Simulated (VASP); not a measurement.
# WS2 (R3m) in VASP: single point with r2SCAN

Aim: the single point of WS2 with r2SCAN.

Program: VASP 6.6.1. These are calculated values, not measurements. Logs are shortened: lines on timing, memory, paths and dates and some standing lists are left out, and cuts for length are marked.

## 1. The crystal as given

The structure is trigonal, space group R3m (No. 160). Conventional cell: a = 3.172 Å, b = 3.172 Å, c = 18.712 Å, α = 90.00°, β = 90.00°, γ = 120.00°. Around W (site symmetry 3m) lie 6 S at 2.41 Å. S (site symmetry 3m) is surrounded by 3 W at 2.41 Å. S (site symmetry 3m) is surrounded by 3 W at 2.41 Å.

Measurements of this composition are mostly on another form, of space group No. 194.

## 2. Single point, r2SCAN

POSCAR

```
WS2
1.0
    1.5858867081      0.9156121178      6.2374760785
   -1.5858867081      0.9156121178      6.2374760785
    0.0000000000     -1.8312242356      6.2374760785
W S
1 2
Direct
    0.0006662241      0.0006662241      0.0006662241
    0.2505579549      0.2505579549      0.2505579549
    0.4174758210      0.4174758210      0.4174758210
```

INCAR.step1

```
PREC = Accurate ; ENCUT = 520
ISMEAR = 0 ; SIGMA = 0.01
LREAL = False ; LASPH = True
NELM = 100 ; NBANDS = 20
GGA = PE ; ALGO = Normal
EDIFF = 1E-4 ; LWAVE = True
LCHARG = False
```

INCAR.step2

```
PREC = Accurate ; ENCUT = 520
EDIFF = 1E-6 ; ISMEAR = 0
SIGMA = 0.01 ; LREAL = False
LASPH = True ; NELM = 100
ALGO = Normal ; ISIF = 2
LWAVE = False ; LCHARG = True
METAGGA = R2SCAN ; LMIXTAU = True
LELF = True ; LVHAR = True
NBANDS = 20 ; ISTART = 1
```

KPOINTS

```
Automatic mesh
0
Gamma
  6 6 6
```

Potentials or basis: VASP PAW PBE potentials, release 64 (W_sv, S).

Started as:

```sh
> cat potpaw_PBE.64/W_sv/POTCAR potpaw_PBE.64/S/POTCAR > POTCAR
> cp INCAR.step1 INCAR
> mpirun -np 1 vasp_std > vasp.out
> cp INCAR.step2 INCAR
> mpirun -np 1 vasp_std > vasp.out
```

OUTCAR:

```text
PREC = Accurate
   ENCUT = 520
   EDIFF = 1E-6
   ISMEAR = 0
   LREAL = False
   LASPH = True
   NELM = 100
   ISIF = 2
   METAGGA = R2SCAN
   ISTART = 1

 ion  position               nearest neighbor table
   1  0.001  0.001  0.001-   2 2.41   2 2.41   2 2.41   3 2.41   3 2.41   3 2.41
   2  0.251  0.251  0.251-   1 2.41   1 2.41   1 2.41
   3  0.417  0.417  0.417-   1 2.41   1 2.41   1 2.41

  LATTYP: Found a trigonal (rhomboedric) cell.
 ALAT       =     6.5007299614
 COS(alpha) =     0.8809717463

  Lattice vectors:

 A1 = (   1.5858867081,   0.9156121178,   6.2374760785)
 A2 = (  -1.5858867081,   0.9156121178,   6.2374760785)
 A3 = (   0.0000000000,  -1.8312242356,   6.2374760785)

Analysis of symmetry for initial positions (statically):
=====================================================================
 Subroutine PRICEL returns:
 Original cell was already a primitive cell.

 Routine SETGRP: Setting up the symmetry group for a
 trigonal (rhombohedral) supercell.

 Subroutine GETGRP returns: Found  6 space group operations
 (whereof  6 operations were pure point group operations)
 out of a pool of 12 trial point group operations.

The static configuration has the point symmetry C_3v.

Analysis of symmetry for dynamics (positions and initial velocities):
=====================================================================
 Subroutine PRICEL returns:
 Original cell was already a primitive cell.

 Routine SETGRP: Setting up the symmetry group for a
 trigonal (rhombohedral) supercell.

 Subroutine GETGRP returns: Found  6 space group operations
 (whereof  6 operations were pure point group operations)
 out of a pool of 12 trial point group operations.

The dynamic configuration has the point symmetry C_3v.

 Subroutine INISYM returns: Found  6 space group operations
 (whereof  6 operations are pure point group operations),
 and found     1 'primitive' translations

----------------------------------------------------------------------------------------

                                     Primitive cell

  volume of cell :      54.3430

  direct lattice vectors                    reciprocal lattice vectors
     1.585886708  0.915612118  6.237476079     0.315281033  0.182027589  0.053440419
    -1.585886708  0.915612118  6.237476079    -0.315281033  0.182027589  0.053440419
     0.000000000 -1.831224236  6.237476079     0.000000000 -0.364055179  0.053440419

  length of vectors
     6.500729961  6.500729961  6.500729961     0.367956589  0.367956589  0.367956589

  position of ions in fractional coordinates (direct lattice)
     0.000666224  0.000666224  0.000666224
     0.250557955  0.250557955  0.250557955
     0.417475821  0.417475821  0.417475821

  ion indices of the primitive-cell ions
   primitive index   ion index
                 1           1
                 2           2
                 3           3

----------------------------------------------------------------------------------------

 KPOINTS: Automatic mesh

Automatic generation of k-mesh.
 Grid dimensions read from file:
 generate k-points for:    6    6    6

 Generating k-lattice:

  Cartesian coordinates                     Fractional coordinates (reciprocal lattice)
     0.052546839  0.030337932  0.008906736     0.166666667  0.000000000  0.000000000
    -0.052546839  0.030337932  0.008906736     0.000000000  0.166666667  0.000000000
     0.000000000 -0.060675863  0.008906736     0.000000000  0.000000000  0.166666667

  Length of vectors
     0.061326098  0.061326098  0.061326098

  Shift w.r.t. Gamma in fractional coordinates (k-lattice)
     0.000000000  0.000000000  0.000000000

 Subroutine IBZKPT returns following result:
 ===========================================

 Found     32 irreducible k-points:

 Following reciprocal coordinates:
            Coordinates               Weight
  0.000000  0.000000  0.000000      1.000000
  0.166667  0.000000  0.000000      6.000000
  0.333333 -0.000000  0.000000      6.000000
  0.500000 -0.000000  0.000000      3.000000
  0.166667  0.166667  0.000000      6.000000
  0.333333  0.166667 -0.000000     12.000000
[... 16 lines left out ...]
  0.500000  0.500000  0.166667      6.000000
 -0.333333  0.500000  0.166667     12.000000
 [... further k-points ...]
   k-points           NKPTS =     32   k-points in BZ     NKDIM =     32   number of bands    NBANDS=     20
   number of dos      NEDOS =    301   number of ions     NIONS =      3
   total plane-waves  NPLWV = 110592
   dimension x,y,z NGX =    48 NGY =   48 NGZ =   48
   dimension x,y,z NGXF=    96 NGYF=   96 NGZF=   96
   ions per type =               1   2
   NGX,Y,Z   is equivalent  to a cutoff of  12.28, 12.28, 12.28 a.u.
   NGXF,Y,Z  is equivalent  to a cutoff of  24.55, 24.55, 24.55 a.u.
 SYSTEM =  unknown system
   PREC   = accura    normal or accurate (medium, high low for compatibility)
   ISTART =      1    job   : 0-new  1-cont  2-samecut
   ICHARG =      0    charge: 1-file 2-atom 10-const
   ISPIN  =      1    spin polarized calculation?
   LNONCOLLINEAR =      F non collinear calculations
   LSORBIT =      F    spin-orbit coupling
   LASPH  =      T    aspherical Exc in radial PAW
   ENCUT  =  520.0 eV  38.22 Ry    6.18 a.u.  12.09 12.09 12.09*2*pi/ulx,y,z
   NELM   =    100;   NELMIN=  2; NELMDL=  0     # of ELM steps
   EDIFF  = 0.1E-05   stopping-criterion for ELM
   LREAL  =      F    real-space projection
   EDIFFG = 0.1E-04   stopping-criterion for IOM
   NSW    =      0    number of steps for IOM
   IBRION =     -1    ionic relax: 0-MD 1-quasi-New 2-CG
   NFREE  =      0    steps in history (QN), initial steepest desc. (CG)
   ISIF   =      2    stress and relaxation
   ISYM   =      2    0-nonsym 1-usesym 2-fastsym
   POTIM  = 0.5000    time-step for ionic-motion
   TEBEG  =    0.0;   TEEND  =   0.0 temperature during run
   PSTRESS=    0.0 pullay stress
   NELECT =      26.0000    total number of electrons
   NUPDOWN=      -1.0000    fix difference up-down
   EMIN   =  10.00;   EMAX   =-10.00  energy-range for DOS
   EFERMI =   0.00;   METHOD = LEGACY
   ISMEAR =     0;   SIGMA  =   0.01  broadening in eV -4-tet -1-fermi 0-gaus
   EFERMI_NEDOS =   21; number of points for ismear=-14 and -15
   IALGO  =     38    algorithm
   IMIX   =      4    mixing-type and parameters
     AMIX     =   0.40;   BMIX     =  1.00
     AMIX_MAG =   1.60;   BMIX_MAG =  1.00
  volume/ion in A,a.u.               =      18.11       122.24
  Fermi-wavevector in a.u.,A,eV,Ry     =   1.280417  2.419637 22.306302  1.639467
  Thomas-Fermi vector in A             =   2.412846
   LORBIT       =      0    0 simple, 1 ext, 2 COOP (PROOUT), +10 PAW based schemes
   METAGGA = R2SCAN    functional components
   LHFCALC =     F    Hartree Fock is set to
   AEXX    =    0.0000 exact exchange contribution
   IVDW    =     0    specifies the selected vdW correction
   LEPSILON=     F    determine dielectric tensor
   LRPA    =     F    only Hartree local field effects (RPA)
 non-spin polarized calculation
 Gauss-broadening in eV      SIGMA  =   0.01
  energy-cutoff  :      520.00
  volume of cell :       54.34
 maximum number of plane-waves:      1476
   NGX = 25   NGY = 25   NGZ = 25

 number of electron      26.0000001 magnetization

 Free energy of the ion-electron system (eV)
  ---------------------------------------------------
  ext. energy  EPLUGINS =         0.00000000
  ---------------------------------------------------
  free energy    TOTEN  =       -70.06535846 eV

  energy without entropy =      -70.06535846  energy(sigma->0) =      -70.06535846

 E-fermi :   7.1533     XC(G=0): -11.5226

 val. band max:        7.0958897162   @ k =   0.5000   0.5000   0.5000
 cond. band min:       8.2981711867   @ k =  -0.1667   0.1667   0.0000
 fundamental gap:      1.2022814705
 Fermi energy:         7.1533422955

 k-point     1 :       0.0000    0.0000    0.0000
  band No.  band energies     occupation
      1     -69.5252      2.00000
      2     -33.1261      2.00000
      3     -32.9552      2.00000
      4     -32.9552      2.00000
      5      -9.2179      2.00000
      6      -7.2001      2.00000
[... 12 lines left out ...]
     19      15.6183      0.00000
     20      15.9549      0.00000

 k-point     2 :       0.1667    0.0000    0.0000
  band No.  band energies     occupation
      1     -69.5202      2.00000
      2     -33.1086      2.00000
      3     -33.0493      2.00000
      4     -32.9770      2.00000
      5      -8.7482      2.00000
      6      -7.0649      2.00000
[... 12 lines left out ...]
     19      16.0104      0.00000
     20      16.7202      0.00000

 k-point     3 :       0.3333   -0.0000    0.0000
  band No.  band energies     occupation
      1     -69.5102      2.00000
      2     -33.2333      2.00000
      3     -33.0736      2.00000
      4     -33.0204      2.00000
      5      -7.6396      2.00000
      6      -6.7539      2.00000
[... 12 lines left out ...]
     19      14.9031      0.00000
     20      15.3324      0.00000

 k-point     4 :       0.5000   -0.0000    0.0000
  band No.  band energies     occupation
      1     -69.5052      2.00000
      2     -33.3232      2.00000
      3     -33.0560      2.00000
      4     -33.0420      2.00000
      5      -6.9302      2.00000
      6      -6.5758      2.00000
[... 12 lines left out ...]
     19      14.1759      0.00000
     20      14.8495      0.00000

 k-point     5 :       0.1667    0.1667    0.0000
  band No.  band energies     occupation
      1     -69.5202      2.00000
      2     -33.1086      2.00000
      3     -33.0493      2.00000
      4     -32.9771      2.00000
      5      -8.7336      2.00000
      6      -7.0925      2.00000
[... 12 lines left out ...]
     19      16.0239      0.00000
     20      16.5586      0.00000
[... 353 lines left out ...]
      6      -6.6291      2.00000
[... 12 lines left out ...]
     19      15.6788      0.00000
     20      15.9375      0.00000

 k-point    22 :      -0.1667    0.3333    0.1667
  band No.  band energies     occupation
      1     -69.5052      2.00000
      2     -33.2773      2.00000
      3     -33.0897      2.00000
      4     -33.0560      2.00000
      5      -6.9495      2.00000
      6      -6.5648      2.00000
[... 12 lines left out ...]
     19      15.2859      0.00000
     20      15.9777      0.00000

 k-point    23 :       0.5000    0.5000    0.1667
  band No.  band energies     occupation
      1     -69.5102      2.00000
      2     -33.2333      2.00000
      3     -33.0736      2.00000
      4     -33.0204      2.00000
      5      -7.5109      2.00000
      6      -6.9249      2.00000
[... 12 lines left out ...]
     19      14.8452      0.00000
     20      16.3472      0.00000

 k-point    24 :      -0.3333    0.5000    0.1667
  band No.  band energies     occupation
      1     -69.5052      2.00000
      2     -33.2773      2.00000
      3     -33.0897      2.00000
      4     -33.0560      2.00000
      5      -6.8643      2.00000
      6      -6.6599      2.00000
[... 12 lines left out ...]
     19      15.1702      0.00000
     20      15.8942      0.00000

 [... further k-points ...]
[... 5 lines left out ...]
  --------------------------------------------------------------------------------------
  -------------------------------------------------------------------------------------
  Total        0.5152867      0.5152867      0.4317884     -0.0000000      0.0000000      0.0000000
  in kB       15.1920245     15.1920245     12.7302736     -0.0000000      0.0000000      0.0000000
  external PRESSURE =      14.3714408 kB  Pullay stress =       0.0000000 kB

 VOLUME and BASIS-vectors are now :
 -----------------------------------------------------------------------------
  energy-cutoff  :      520.00
  volume of cell :       54.34
      direct lattice vectors                 reciprocal lattice vectors
     1.585886708  0.915612118  6.237476079     0.315281033  0.182027589  0.053440419
    -1.585886708  0.915612118  6.237476079    -0.315281033  0.182027589  0.053440419
     0.000000000 -1.831224236  6.237476079     0.000000000 -0.364055179  0.053440419

 POSITION                                       TOTAL-FORCE (eV/Angst)
 -----------------------------------------------------------------------------------
      0.00000      0.00000      0.01247         0.000000      0.000000     -0.000541
      0.00000      0.00000      4.68855         0.000000      0.000000      0.025407
      0.00000      0.00000      7.81199         0.000000     -0.000000     -0.024866
 -----------------------------------------------------------------------------------
    total drift:                                0.000000     -0.000000     -0.000274

  FREE ENERGIE OF THE ION-ELECTRON SYSTEM (eV)
  ---------------------------------------------------
  free  energy   TOTEN  =       -70.0653584644 eV

  energy  without entropy=      -70.0653584644  energy(sigma->0) =      -70.06535846
```

Wall time 2.4 min (1 thread of Intel Xeon 6975P-C (Granite Rapids), shared host); peak memory 0.37 GiB.

Results:

```yaml
Free_energy: -70.0654 eV
Pressure: 1.4 GPa
Largest_force: 0.025 eV/Å
Band_gap_on_the_k_mesh: 1.20 eV, indirect (least direct gap 1.97 eV)
```

Forces on the atoms (eV/Å):
```
W    0.000  0.000 -0.001
S    0.000  0.000  0.025
S    0.000  0.000 -0.025
```

Caveat: the PAW data sets were made with another functional, which shifts forces and pressure a little; spin-orbit coupling is left out, which moves the levels of the heavy elements. A k mesh can miss the band edges.
